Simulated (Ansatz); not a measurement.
Ti:

```
CELL_PARAMETERS angstrom
-1.64100 1.64100 1.64100
1.64100 -1.64100 1.64100
1.64100 1.64100 -1.64100
ATOMIC_POSITIONS crystal
Ti 0.00000 0.00000 0.00000
```

This isn't the form of Ti at room conditions, which is hcp.

| Quantity | Value |
| --- | --- |
| Program | Ansatz 0.2.0 |
| Task | relaxation of cell and atoms |
| Functional | PBE |
| Potentials or basis | Ansatz PAW |
| Cutoff | 420 eV (not typed: the program's choice for these potentials) |
| k mesh | 11 × 11 × 11 |
| Occupations | fermi-dirac, width 0.05 eV |
| Spin | no spin polarisation |

At the start: volume 17.68 Å³/atom.

**Question.** How do energy, volume and symmetry change on relaxing?

**Answer.** It ends after 5 steps and the volume is 17.24 Å³/atom (-2.5 %); space group Im-3m (No. 229, to 0.05 Å).

The path:
| step | energy change (eV) | largest force (eV/Å) | volume (Å³) |
| --- | --- | --- | --- |
| 1 | 0.0000 | 0.0000 | 17.68 |
| 2 | -0.0009 | 0.0000 | 16.87 |
| 3 | -0.0035 | 0.0000 | 17.25 |
| 4 | -0.0035 | 0.0000 | 17.24 |
| 5 | -0.0035 | 0.0000 | 17.24 |

Final structure:
```
Ti
1.0
    -1.62744    1.62744    1.62744
     1.62744   -1.62744    1.62744
     1.62744    1.62744   -1.62744
Ti
1
Direct
  0.00000 0.00000 0.00000
```

Caveat: the plane-wave basis is chosen anew once the cell has moved, so the energies of steps on either side of that aren't comparable.
